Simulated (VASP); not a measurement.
# ZnAu: Au into a neighbouring Au vacancy

How hard is this move in ZnAu: Au into a neighbouring Au vacancy? Both ends are relaxed first, then a band of images between them. The start is a cell from a database of measured crystal structures.

Method: PBE; plane waves and PAW (Au, Zn), in VASP 6.6.1.

## (1) The host crystal

The structure is cubic, space group Pm-3m (No. 221). Conventional cell: a = 3.147 Å, b = 3.147 Å, c = 3.147 Å, α = 90.00°, β = 90.00°, γ = 90.00°. Nearest to Au lie 8 Zn at 2.73 Å. Zn has 8 Au at 2.73 Å nearest. Farther neighbours are not listed.

## (2) Relax the host

The later steps need the crystal at this functional's own lattice; a raised cutoff keeps the stress reliable while the cell changes.

INCAR reads:

```
SYSTEM = ZnAu
PREC = Accurate
ENCUT = 360
EDIFF = 1E-06
NELM = 120
ISMEAR = 1
SIGMA = 0.15
LREAL = .FALSE.
ALGO = Normal
GGA = PE
NBANDS = 17
LASPH = .TRUE.
LORBIT = 11
LWAVE = .FALSE.
LCHARG = .FALSE.
KPAR = 3
IBRION = 2
NSW = 40
ISIF = 3
EDIFFG = -0.02
POTIM = 0.4
```

POSCAR reads:

```
ZnAu
1.0
    3.1470000000      0.0000000000      0.0000000000
    0.0000000000      3.1470000000      0.0000000000
    0.0000000000      0.0000000000      3.1470000000
Au Zn
1 1
Direct
    0.0000000000      0.0000000000      0.0000000000
    0.5000000000      0.5000000000      0.5000000000
```

KPOINTS reads:

```
Automatic mesh
0
Gamma
10 10 10
0 0 0
```

Potentials, in the order of the species: Au and Zn (PBE family, release 64).

Started as:

```
> mpirun -np 3 vasp_std
```

The log of the run:

```text
[banner, memory and clock lines left out]
running    3 mpi-ranks, on    1 nodes
 distrk:  each k-point on    1 cores,    3 groups
 distr:  one band on    1 cores,    1 groups

 POSCAR found type information on POSCAR AuZn
 POSCAR found :  2 types and       2 ions
 LDA part: xc-table for (Slater+PW92), standard interpolation
 POSCAR, INCAR and KPOINTS ok, starting setup
 FFT: planning ... GRIDC
 FFT: planning ... GRID_SOFT
 FFT: planning ... GRID
 WAVECAR not read
 entering main loop
       N       E                     dE             d eps       ncg     rms          rms(c)
DAV:   1     0.103740824037E+03    0.10374E+03   -0.94257E+03  1960   0.136E+03
DAV:   2    -0.172704492349E+01   -0.10547E+03   -0.10144E+03  1995   0.267E+02
DAV:   3    -0.516438471196E+01   -0.34373E+01   -0.34212E+01  2080   0.569E+01
DAV:   4    -0.519093009172E+01   -0.26545E-01   -0.26541E-01  2227   0.438E+00
DAV:   5    -0.519122350368E+01   -0.29341E-03   -0.29341E-03  2080   0.480E-01    0.852E+00
DAV:   6    -0.476645827593E+01    0.42477E+00   -0.12749E+00  2022   0.125E+01    0.537E+00
DAV:   7    -0.473959190362E+01    0.26866E-01   -0.31990E-02  2507   0.398E+00    0.285E+00
DAV:   8    -0.473120036453E+01    0.83915E-02   -0.99900E-03  2033   0.104E+00    0.157E-01
DAV:   9    -0.473119486281E+01    0.55017E-05   -0.29264E-04  2371   0.313E-01    0.747E-02
DAV:  10    -0.473120518727E+01   -0.10324E-04   -0.41257E-05  2101   0.674E-02    0.194E-02
DAV:  11    -0.473120610512E+01   -0.91785E-06   -0.23514E-06  1790   0.246E-02
   1 F= -.47312061E+01 E0= -.47312012E+01  d E =-.473121E+01
 curvature:   0.00 expect dE= 0.000E+00 dE for cont linesearch  0.000E+00
 trial: gam= 0.00000 g(F)=  0.000E+00 g(S)=  0.384E-01 ort = 0.000E+00 (trialstep = 0.100E+01)
 search vector abs. value=  0.384E-01
 bond charge predicted
       N       E                     dE             d eps       ncg     rms          rms(c)
DAV:   1    -0.538373591864E+01   -0.65253E+00   -0.87094E+00  1975   0.521E+01    0.545E+00
DAV:   2    -0.479235699336E+01    0.59138E+00   -0.16204E+00  2136   0.222E+01    0.206E+00
DAV:   3    -0.475433291192E+01    0.38024E-01   -0.60913E-02  2219   0.285E+00    0.138E+00
DAV:   4    -0.474191652007E+01    0.12416E-01   -0.10637E-02  2625   0.201E+00    0.159E-01
DAV:   5    -0.474144224472E+01    0.47428E-03   -0.20259E-03  1999   0.559E-01    0.417E-02
DAV:   6    -0.474145440205E+01   -0.12157E-04   -0.10479E-04  2073   0.912E-02    0.190E-02
DAV:   7    -0.474145681435E+01   -0.24123E-05   -0.18266E-05  2534   0.727E-02    0.182E-03
DAV:   8    -0.474145704136E+01   -0.22700E-06   -0.13903E-06  1221   0.135E-02
   2 F= -.47414570E+01 E0= -.47412824E+01  d E =-.102509E-01
 trial-energy change:   -0.010251  1 .order   -0.011073   -0.038448    0.016303
 step:   0.6827(harm=  0.7022)  dis= 0.00000  next Energy=    -4.744069 (dE=-0.129E-01)
 bond charge predicted
       N       E                     dE             d eps       ncg     rms          rms(c)
DAV:   1    -0.481064727067E+01   -0.69190E-01   -0.86696E-01  2002   0.154E+01    0.172E+00
DAV:   2    -0.474869793977E+01    0.61949E-01   -0.18365E-01  2148   0.934E+00    0.569E-01
DAV:   3    -0.474532968008E+01    0.33683E-02   -0.62093E-03  1913   0.777E-01    0.376E-01
DAV:   4    -0.474426345374E+01    0.10662E-02   -0.53290E-04  2725   0.710E-01    0.125E-01
DAV:   5    -0.474408930738E+01    0.17415E-03   -0.20216E-04  2118   0.152E-01    0.127E-02
DAV:   6    -0.474408912147E+01    0.18591E-06   -0.15374E-05  2069   0.530E-02    0.611E-03
DAV:   7    -0.474408895417E+01    0.16730E-06   -0.52075E-07  1016   0.323E-02
   3 F= -.47440890E+01 E0= -.47440044E+01  d E =-.128828E-01
 curvature:  -0.35 expect dE=-0.356E-05 dE for cont linesearch -0.356E-05
 trial: gam=-0.01602 g(F)=  0.103E-64 g(S)=  0.102E-04 ort = 0.626E-03 (trialstep = 0.937E+00)
 search vector abs. value=  0.280E-08
 reached required accuracy - stopping structural energy minimisation
```

Elapsed: 10 s, on 3 MPI ranks of Intel Xeon 6975P-C (Granite Rapids), shared host; peak memory 0.41 GiB.

Lines that name or quote the potential files are left out of all logs, and their timing lines are given in words.

Parts of OUTCAR (step 2):

```text
ion  position               nearest neighbor table
   1  0.000  0.000  0.000-   2 2.73   2 2.73   2 2.73   2 2.73   2 2.73   2 2.73   2 2.73   2 2.73

  LATTYP: Found a simple cubic cell.
 ALAT       =     3.1470000000

 Subroutine GETGRP returns: Found 48 space group operations
 (whereof 48 operations were pure point group operations)

The static configuration has the point symmetry O_h .

 Found     56 irreducible k-points:

   k-points           NKPTS =     56   k-points in BZ     NKDIM =     56   number of bands    NBANDS=     17

   dimension x,y,z NGX =    20 NGY =   20 NGZ =   20
   dimension x,y,z NGXF=    40 NGYF=   40 NGZF=   40

   ENCUT  =  360.0 eV  26.46 Ry    5.14 a.u.   4.87  4.87  4.87*2*pi/ulx,y,z

   NELECT =      23.0000    total number of electrons

 k-points in reciprocal lattice and weights: Automatic mesh
   0.00000000  0.00000000  0.00000000       0.001
   0.10000000  0.00000000  0.00000000       0.006
   0.20000000  0.00000000  0.00000000       0.006
   0.30000000  0.00000000  0.00000000       0.006
   0.40000000  0.00000000  0.00000000       0.006
   0.50000000  0.00000000  0.00000000       0.003
   0.10000000  0.10000000  0.00000000       0.012
   0.20000000  0.10000000  0.00000000       0.024
   0.30000000  0.10000000  0.00000000       0.024
[...]
0.50000000  0.50000000  0.40000000       0.006
   0.50000000  0.50000000  0.50000000       0.001

 average (electrostatic) potential at core
       1 -67.5310       2 -33.1381

 E-fermi :   6.7038

 k-point     1 :       0.0000    0.0000    0.0000
  band No.  band energies     occupation
    ...
      7       1.3944      2.00000
      8       1.3944      2.00000
      9       3.0098      2.00000
     10       3.0098      2.00000
     11       3.0098      2.00000
     12      11.6566      0.00000
     13      11.6566      0.00000
     14      11.6566      0.00000
     15      15.1567      0.00000
     16      18.6164      0.00000
    ...

 k-point     2 :       0.1000    0.0000    0.0000
  band No.  band energies     occupation
    ...
      7       1.3700      2.00000
      8       1.4420      2.00000
      9       2.8869      2.00000
     10       2.8869      2.00000
     11       2.9968      2.00000
     12      10.3611      0.00000
     13      11.9748      0.00000
     14      11.9748      0.00000
     15      15.9116      0.00000
     16      18.4558      0.00000
    ...

 k-point     3 :       0.2000    0.0000    0.0000
  band No.  band energies     occupation
    ...
      7       1.3024      2.00000
      8       1.5645      2.00000
      9       2.5880      2.00000
     10       2.5880      2.00000
     11       2.9631      2.00000
     12       8.2255     -0.00000
     13      12.8605      0.00000
     14      12.8605      0.00000
     15      16.5361      0.00000
     16      18.0489      0.00000
    ...

  Total        0.0132711      0.0132711      0.0132711     -0.0000000     -0.0000000      0.0000000
  in kB        0.6607122      0.6607122      0.6607122     -0.0000000     -0.0000000      0.0000000
  external PRESSURE =       0.6607122 kB  Pullay stress =       0.0000000 kB

  energy-cutoff  :      360.00
  volume of cell :       32.18
      direct lattice vectors                 reciprocal lattice vectors
     3.180788553  0.000000000  0.000000000     0.314387449  0.000000000  0.000000000
    -0.000000000  3.180788553  0.000000000    -0.000000000  0.314387449  0.000000000
    -0.000000000 -0.000000000  3.180788553    -0.000000000 -0.000000000  0.314387449

 POSITION                                       TOTAL-FORCE (eV/Angst)
 -----------------------------------------------------------------------------------
      0.00000      0.00000      0.00000         0.000000     -0.000000      0.000000
      1.59039      1.59039      1.59039        -0.000000      0.000000      0.000000
 -----------------------------------------------------------------------------------
    total drift:                               -0.000000      0.000000     -0.000000

  FREE ENERGIE OF THE ION-ELECTRON SYSTEM (eV)
  ---------------------------------------------------
  free  energy   TOTEN  =        -4.7440889542 eV

  energy  without entropy=       -4.7438352059  energy(sigma->0) =       -4.74400437

 reached required accuracy - stopping structural energy minimisation

 total charge
# of ion       s       p       d       tot
------------------------------------------
    1        0.616   0.371   8.704   9.691
    2        0.517   0.424   9.761  10.702
--------------------------------------------------
tot          1.133   0.795  18.465  20.393

[... 3 further parts left out ...]
```

CONTCAR:

```
ZnAu
   1.00000000000000
     3.1807885527955340    0.0000000000000000    0.0000000000000000
    -0.0000000000000000    3.1807885527955340    0.0000000000000000
    -0.0000000000000000   -0.0000000000000000    3.1807885527955340
  Au              Zn
     1     1
Direct
     0.0000000000000000    0.0000000000000000    0.0000000000000000
     0.5000000000000000    0.5000000000000000    0.5000000000000000
```

This run has no spin polarisation. Its electron count is odd, so without a moment it is a metal by construction. The run keeps the 48 symmetry operations of its start, so it cannot find a distortion of lower symmetry.

The steps of the relaxation:

| step | energy less that of the first step (eV) | largest force (eV/Å) | pressure (GPa) | volume (Å³) |
| --- | --- | --- | --- | --- |
| 1 | 0.0000 | 0.0000 | 4.19 | 31.17 |
| 2 | -0.0103 | 0.0000 | -1.70 | 32.66 |
| 3 | -0.0129 | 0.0000 | 0.07 | 32.18 |

| conventional cell, symmetrised | before | after | change |
| --- | --- | --- | --- |
| a (Å) | 3.147 | 3.181 | +1.1 % |
| b (Å) | 3.147 | 3.181 | +1.1 % |
| c (Å) | 3.147 | 3.181 | +1.1 % |
| volume (Å³/atom) | 15.58 | 16.09 | +3.3 % |

Final coordinates:

```
Au Zn
1.0
     3.18079    0.00000    0.00000
     0.00000    3.18079    0.00000
     0.00000    0.00000    3.18079
Au Zn
1 1
Direct
  0.00000 0.00000 0.00000
  0.50000 0.50000 0.50000
```

Numbers from this step:

* electronic cycles: 26
* electrons: 23
* free energy (TOTEN): -4.744 eV
* energy at zero smearing: -4.744 eV
* Fermi energy: 6.704 eV
* metallic: yes

The run ended after 3 ionic steps, 0.013 eV below its first step, once forces and stress met EDIFFG = -0.02.

[end of part 1 of 4]

[Lines on the potential files, build, host, timing and source positions are cut from VASP's logs without a mark.]

[Logs are printed without paths, hosts, clocks, repeated set-up lines and the standing remarks that a program may print on its own settings, such as how far it seeks lower states.]

[Hosts, paths, dates, database ids (printed as entryN), source tags and the programs' standing remarks are cut or masked in the printed files.]

[Runs that stopped without an error message from VASP are left out.]
